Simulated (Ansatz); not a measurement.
Input:

BeO:
```
BeO
1.0
    2.68838     0.00000     0.00000
   -1.34419     2.32821     0.00000
    0.00000     0.00000    13.14704
Be O
6 6
Direct
  0.00000   0.00000   0.99967
  0.00000   0.00000   0.49967
  0.66667   0.33333   0.83347
  0.33333   0.66667   0.33347
  0.66667   0.33333   0.16664
  0.33333   0.66667   0.66664
  0.00000   0.00000   0.87460
  0.00000   0.00000   0.37460
  0.66667   0.33333   0.70806
  0.33333   0.66667   0.20806
  0.66667   0.33333   0.04126
  0.33333   0.66667   0.54126
```

This is the PBEsol-relaxed structure. x, y and z are the axes in which the lattice vectors are written.

Question: All from PBEsol in the plane-wave PAW code Ansatz, unless another level is named. Give the Young's modulus.

Answer: 374 GPa.

Question: What about the piezoelectric stress constants (proper, relaxed ions, C/m²)?

Answer: e15 = e24 = 0.04, e31 = e32 = 0.09, e33 = -0.15.

Question: What about the elastic constants (relaxed ions, GPa)?

Answer: C11 = 438, C12 = 134, C13 = 80.1, C33 = 493, C44 = 135.

Space group P6_3mc. The cell is a constructed one: a structure type filled with these elements. Its sites differ from those of the usual phase in this space group: another stacking or structure type. Symmetry was held in the PBEsol relaxation; of distortions, only those at the zone centre were tested.

Potentials: the later of the program's two PAW sets.
